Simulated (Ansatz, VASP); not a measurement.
## BN in VASP and in Ansatz

```xyz
4
Lattice="2.5400 0.0000 0.0000 -1.2700 2.1997 0.0000 0.0000 0.0000 6.5980" Properties=species:S:1:pos:R:3 pbc="T T T"
B     0.0000    1.4665    1.6495
B     1.2700    0.7332    4.9485
N     0.0000    1.4665    4.9485
N     1.2700    0.7332    1.6495
```

Alike in both runs: task electric field gradients; functional LDA; k mesh 13 × 13 × 5; occupations fermi-dirac, width 0.02 eV; no spin polarisation.

|  | VASP | Ansatz |
| --- | --- | --- |
| version | VASP 6.6.1 | Ansatz 0.2.0 |
| potentials or method | VASP PAW LDA potentials, release 64 (B, N) | plane-wave PAW, scalar-relativistic |
| plane-wave cutoff (eV) | 520 | 420 |
| valence electrons in the cell | 16 | 16 |

Ansatz gave:

```
gap on the k mesh at the Fermi level (eV)                      : 4.03
pressure (GPa)                                                 : -14.1
largest component of the traceless stress (GPa)                : 13.56
Vzz of the field gradient on the site that differs most (V/Å²) : 27.7
```

Question: Which values does VASP return?

Answer: gap on the k mesh at the Fermi level (eV): 4.01; pressure (GPa): -13.7; largest component of the traceless stress (GPa): 13.01; Vzz of the field gradient on the site that differs most (V/Å²): 34.1.

Caveats: an odd mesh through Γ misses points on the zone boundary, where band edges often lie. Expect the measured gap to be larger: semilocal functionals such as LDA lack the derivative discontinuity.
